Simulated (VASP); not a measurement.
The system is EuS.

```
Eu S
1.0
     0.00000    2.97850    2.97850
     2.97850    0.00000    2.97850
     2.97850    2.97850    0.00000
Eu S
1 1
Direct
  0.00000 0.00000 0.00000
  0.50000 0.50000 0.50000
```

```yaml
Program: VASP 6.6.1
Task: relaxation of cell and atoms
Functional: revPBE
Dispersion: D3
Potentials_or_basis: VASP PAW PBE potentials, release 64 (Eu, S)
Cutoff: 600 eV
k_mesh: 8 × 8 × 8
Occupations: fermi-dirac, width 0.05 eV
Spin: collinear spin, ferromagnetic start
Starting_moments: "[7.0, 0.0] μB"
```

At the start: pressure -3.3 GPa; volume 26.42 Å³/atom.

**Question.** How do energy, volume and symmetry change on relaxing?

**Answer.** Over 5 steps the energy falls by 23.6 meV/atom and the volume is 24.36 Å³/atom (-7.8 %); space group Fm-3m (No. 225, to 0.05 Å); moment 6.97 μB per cell.

The path:
```csv
step,energy change (eV),largest force (eV/Å),pressure (GPa),volume (Å³)
1,0.0000,0.0000,-3.32,52.85
2,-0.0472,0.0000,-0.11,48.77
3,-0.0472,0.0000,0.16,48.67
4,-0.0471,0.0000,-0.24,48.84
5,-0.0472,0.0000,0.00,48.72
```

Final structure:
```
CELL_PARAMETERS angstrom
0.00000 2.89878 2.89878
2.89878 0.00000 2.89878
2.89878 2.89878 0.00000
ATOMIC_POSITIONS crystal
Eu 0.00000 0.00000 0.00000
S 0.50000 0.50000 0.50000
```

Caveat: the PAW data sets were made with another functional, which shifts forces and pressure a little; a cell with one magnetic atom can't hold antiferromagnetic order, which such compounds often take; without U or exact exchange the open f shell lies at the Fermi level, which spoils levels, moments and volumes; pairwise dispersion overbinds metals, which lowers pressure and volume.
